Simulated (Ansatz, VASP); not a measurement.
# ZnO (zincite): VASP beside Ansatz

Contents of INCAR:

```
PREC = Accurate
ENCUT = 600
EDIFF = 1E-6
ISMEAR = 0
SIGMA = 0.02
LREAL = False
LASPH = True
NELM = 100
ALGO = Normal
ISIF = 4
LWAVE = False
LCHARG = False
GGA = PE
IBRION = 2
NSW = 50
EDIFFG = -0.01
```

The input KPOINTS:

```
Automatic mesh
0
Gamma
  9 9 6
```

POSCAR

```
ZnO
1.0
    3.1779928422      0.0000000000      0.0000000000
   -1.5889964211      2.7522225344      0.0000000000
    0.0000000000      0.0000000000      5.1294583152
Zn O
2 2
Direct
    0.3333333333      0.6666666667      0.4999685893
    0.6666666667      0.3333333333     -0.0000314107
    0.6666666667      0.3333333333      0.3790414107
    0.3333333333      0.6666666667      0.8790414107
```

Input for Ansatz:

```yaml
crystal:
  lattice:
    - [3.1779928422, 0.0, 0.0]
    - [-1.5889964211, 2.7522225344, 0.0]
    - [0.0, 0.0, 5.1294583152]
  atoms:
    - { symbol: Zn, position: [0.3333333333, 0.6666666667, 0.4999685893] }
    - { symbol: Zn, position: [0.6666666667, 0.3333333333, -3.14107e-05] }
    - { symbol: O, position: [0.6666666667, 0.3333333333, 0.3790414107] }
    - { symbol: O, position: [0.3333333333, 0.6666666667, 0.8790414107] }
basis:
  ecutwfc: 420
kpoints:
  mp_grid: { grid: [9, 9, 6] }
hamiltonian:
  xc: pbe
scf:
  occupations: { method: gaussian, width: 0.02 }
output:
  forces: true
  stress: true
  eigenvalues: true
relax:
  adjacent_minimum: "off"
  f_tol: 0.01
  max_steps: 30
  cell: { stress_tol: 0.1, fix: [volume] }
```

Alike in both runs: task relaxation of shape and atoms at fixed volume; functional PBE; k mesh 9 × 9 × 6; occupations gaussian, width 0.02 eV; no spin polarisation.

|  | VASP | Ansatz |
| --- | --- | --- |
| version | VASP 6.6.1 | Ansatz 0.2.0 |
| potentials or method | VASP PAW PBE potentials, release 64 (Zn, O) | scalar-relativistic, plane waves, PAW |
| plane-wave cutoff (eV) | 600 | 420 |
| valence electrons in the cell | 36 | 36 |

```csv
,VASP,Ansatz,Ansatz less VASP
"gap on the k mesh at the Fermi level, each at its own relaxed structure (eV)",0.87,0.88,+0.012
relaxed volume (Å³/atom),11.22,11.22,0.000
relaxed cell length with the largest relative difference (Å),3.178,3.178,0.0000
```

Caveats: the relaxation stopped at its first step, so nothing moved. PBE gaps usually lie below the measured ones, often by a third to a half.
